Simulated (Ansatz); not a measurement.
# MoP: frozen-core PAW against all-electron methods

```xyz
2
Lattice="3.2230 0.0000 0.0000 -1.6115 2.7912 0.0000 0.0000 0.0000 3.1910" Properties=species:S:1:pos:R:3 pbc="T T T"
Mo    0.0000    0.0000    0.0000
P     0.0000    1.8608    1.5955
```

Atom numbers follow the list: Mo1, P2.

Conventional cell: a = 3.223 Å, b = 3.223 Å, c = 3.191 Å, α = 90.00°, β = 90.00°, γ = 120.00°. Mo (atom 1) has 6 P at 2.45 Å as nearest neighbours. Around P (atom 2) lie 6 Mo at 2.45 Å.

The cell is COD entry 1539074, as deposited and not checked against the literature; nothing was relaxed.

Spin polarisation is left out, and whether a magnetic state lies lower isn't shown here.

Methods: DFT, PBEsol, PAW with Ansatz's default frozen-core files, scalar-relativistic (Ansatz 0.2.0); DFT, PBEsol, all-electron LAPW, scalar-relativistic (Ansatz 0.2.0).

For PAW: a Γ-centred 15×15×13 k mesh, Fermi–Dirac smearing of 0.08 eV, cutoff 420 eV, no spin polarisation; the PAW files were made with PBE, and the program remakes their frozen cores for this functional. LAPW targets a basis error of 0.25 meV/atom. The Ansatz runs share mesh, smearing and spin set-up. Plane-wave (PAW) pressures include the program's estimate of the Pulay term.

Stress and pressure are positive in compression.

Levels count from the Fermi level.

| quantity | PAW | LAPW |
| --- | --- | --- |
| pressure (GPa) | -3.63 | -3.60 |
| stress xx (GPa) | -3.24 | -3.22 |
| stress zz (GPa) | -4.42 | -4.38 |
| highest filled level at A (eV) | -1.685 | -1.685 |
| lowest empty level at A (eV) | 1.327 | 1.329 |
| highest filled level at K (eV) | -0.066 | -0.068 |
| lowest empty level at K (eV) | 0.667 | 0.668 |
| highest filled level at L (eV) | -1.062 | -1.062 |
| lowest empty level at L (eV) | 1.441 | 1.441 |

PAW's pressure differs from the LAPW value by -0.03 GPa.
